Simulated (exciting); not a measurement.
Runs of exciting (release sodium) on Li2S. The structure is cubic, space group Fm-3m (No. 225). The conventional cell has a = 5.689 Å, b = 5.689 Å, c = 5.689 Å, α = 90.00°, β = 90.00°, γ = 90.00°. Around S (site symmetry m-3m) lie 8 Li at 2.46 Å. Li (site symmetry -43m) has 4 S at 2.46 Å as nearest neighbours. 

| level | outputlevel | gap on the mesh (eV) |
| --- | --- | --- |
| PBE | high | 3.40 |
| revPBE | high | 3.52 |
| RPBE | low | 3.56 |
| PBEsol | normal | (a) |
| LDA | low | (b) |

Alike in all rows: task band structure; potentials or basis all-electron LAPW+lo, shipped species files, valence relativity zora; no spin polarisation; cell as given; k mesh 8 × 8 × 8; smearing fermi-dirac 0.05 eV; rgkmax 7.

Question: Fill in the values left out.

Answer: (a) 3.22; (b) 3.17.

A k mesh can miss the band edges.

Not every run made on this cell is shown here.
